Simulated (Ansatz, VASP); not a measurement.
# Cu3HO in VASP and in Ansatz

INCAR

```
SYSTEM = Cu3HO
ALGO     = Normal         ! electronic algorithm
EDIFF    = 1E-6           ! SCF threshold, eV
ENCUT    = 520            ! plane-wave cutoff, eV
GGA      = CA             ! functional
ISIF     = 2              ! what is computed and relaxed
ISMEAR   = 0              ! smearing method
LASPH    = .TRUE.         ! aspherical terms in the spheres
LCHARG   = .FALSE.        ! write CHGCAR
LREAL    = .FALSE.        ! projectors in reciprocal space
LWAVE    = .FALSE.        ! write WAVECAR
NBANDS   = 28             ! bands
NELM     = 100            ! most SCF steps
PREC     = Accurate       ! precision mode
SIGMA    = 0.05           ! smearing width, eV
```

Contents of KPOINTS:

```
k-points
0
G
  4 4 4
  0 0 0
```

Contents of POSCAR:

```
Cu3HO
1.0
    4.2400000000      0.0000000000      0.0000000000
    0.0000000000      4.2400000000      0.0000000000
    0.0000000000      0.0000000000      4.2400000000
O H Cu
1 1 3
Direct
    0.0000000000      0.0000000000      0.0000000000
    0.5000000000      0.5000000000      0.5000000000
    0.5000000000      0.5000000000      0.0000000000
    0.5000000000      0.0000000000      0.5000000000
    0.0000000000      0.5000000000      0.5000000000
```

Input for Ansatz:

```yaml
crystal:
  lattice:
    - [4.24, 0.0, 0.0]
    - [0.0, 4.24, 0.0]
    - [0.0, 0.0, 4.24]
  atoms:
    - { symbol: O, position: [0.0, 0.0, 0.0] }
    - { symbol: H, position: [0.5, 0.5, 0.5] }
    - { symbol: Cu, position: [0.5, 0.5, 0.0] }
    - { symbol: Cu, position: [0.5, 0.0, 0.5] }
    - { symbol: Cu, position: [0.0, 0.5, 0.5] }
basis:
  ecutwfc: 420
kpoints:
  mp_grid: { grid: [4, 4, 4] }
hamiltonian:
  xc: lda
scf:
  occupations: { method: gaussian, width: 0.05 }
output:
  forces: true
  stress: true
  eigenvalues: true
```

The cell comes from a database or a generator and needn't be the stable form of this composition.

Alike in both runs: task single point; functional LDA; k mesh 4 × 4 × 4; occupations gaussian, width 0.05 eV; no spin polarisation.

```csv
,VASP,Ansatz
version,VASP 6.6.1,Ansatz 0.2.0
potentials or method,"VASP PAW LDA potentials, release 64 (O, H, Cu)","scalar-relativistic, plane waves, PAW"
plane-wave cutoff (eV),520,420
valence electrons in the cell,40,64
```

```csv
,VASP,Ansatz,Ansatz less VASP
gap on the k mesh at the Fermi level (eV),0.31,0.32,+0.004
least direct gap on the mesh (eV),0.55,0.55,+0.001
pressure (GPa),-25.9,-26.0,-0.13
```

The two sets of potentials don't hold the same shells in valence.

Caveats: so large a pressure means that the cell lies far from this level's equilibrium, or that cutoff or potentials fall short (VASP). A k mesh can miss the band edges. As with any semilocal functional, this LDA gap is likely too small.
